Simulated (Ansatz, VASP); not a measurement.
**Two plane-wave programs on C**

File INCAR:

```
PREC     = Accurate       # precision mode
ENCUT    = 520            # plane-wave cutoff, eV
EDIFF    = 1E-7           # SCF threshold, eV
ISMEAR   = 0              # smearing method
SIGMA    = 0.05           # smearing width, eV
LREAL    = F              # projectors in reciprocal space
LASPH    = T              # aspherical terms in the spheres
NELM     = 80             # most SCF steps
ALGO     = Normal         # electronic algorithm
ISIF     = 2              # what is computed and relaxed
LWAVE    = F              # write WAVECAR
LCHARG   = F              # write CHGCAR
GGA      = PE             # functional
IVDW     = 12             # dispersion correction
NBANDS   = 11             # bands
```

The input KPOINTS:

```
Automatic mesh
0
Gamma
  15 15 15
```

The input POSCAR:

```
C
1.0
    1.2222513345      0.7056671370      3.3330408480
   -1.2222513345      0.7056671370      3.3330408480
    0.0000000000     -1.4113342740      3.3330408480
C
2
Direct
    0.1722488039      0.1722488039      0.1722488039
    0.8277511961      0.8277511961      0.8277511961
```

Input for Ansatz:

```yaml
crystal:
  lattice:
    - [1.2222513345, 0.705667137, 3.333040848]
    - [-1.2222513345, 0.705667137, 3.333040848]
    - [0.0, -1.411334274, 3.333040848]
  atoms:
    - { symbol: C, position: [0.1722488039, 0.1722488039, 0.1722488039] }
    - { symbol: C, position: [0.8277511961, 0.8277511961, 0.8277511961] }
basis:
  ecutwfc: 520.0
kpoints:
  mp_grid: { grid: [15, 15, 15] }
hamiltonian:
  xc: pbe
  pseudopotentials: { kind: paw, azcp: { folder: soft_1 } }
  dispersion: d3bj
scf:
  occupations: { method: gaussian, width: 0.05 }
output:
  forces: true
  stress: true
  eigenvalues: true
```

Change from the starting cell: mode 4 frozen in at +0.057 Å, equal normal strain along x, y and z -0.0083.

Alike in both runs: task single point; functional PBE; dispersion D3(BJ); k mesh 15 × 15 × 15; occupations gaussian, width 0.05 eV; no spin polarisation.

```csv
,VASP,Ansatz
version,VASP 6.6.1,Ansatz 0.2.0
potentials or method,"VASP PAW PBE potentials, release 64 (C)","scalar-relativistic, plane waves, PAW"
plane-wave cutoff (eV),520,520
valence electrons in the cell,8,8
```

|  | VASP | Ansatz | Ansatz less VASP |
| --- | --- | --- | --- |
| gap on the k mesh at the Fermi level (eV) | 0.50 | 0.50 | -0.001 |
| least direct gap on the mesh (eV) | 0.50 | 0.50 | -0.001 |
| pressure (GPa) | 7.4 | 6.9 | -0.48 |
| largest component of the traceless stress (GPa) | 9.04 | 8.49 | -0.548 |
| rms of the force components (eV/Å) | 1.078 | 1.082 | +0.0040 |

Atom by atom the forces differ by 0.004 eV/Å (rms over components).

Caveats: an odd mesh through Γ misses points on the zone boundary, where band edges often lie; forces of over 1 eV/Å show positions far from the minimum, so gaps and moduli don't describe the material at rest.
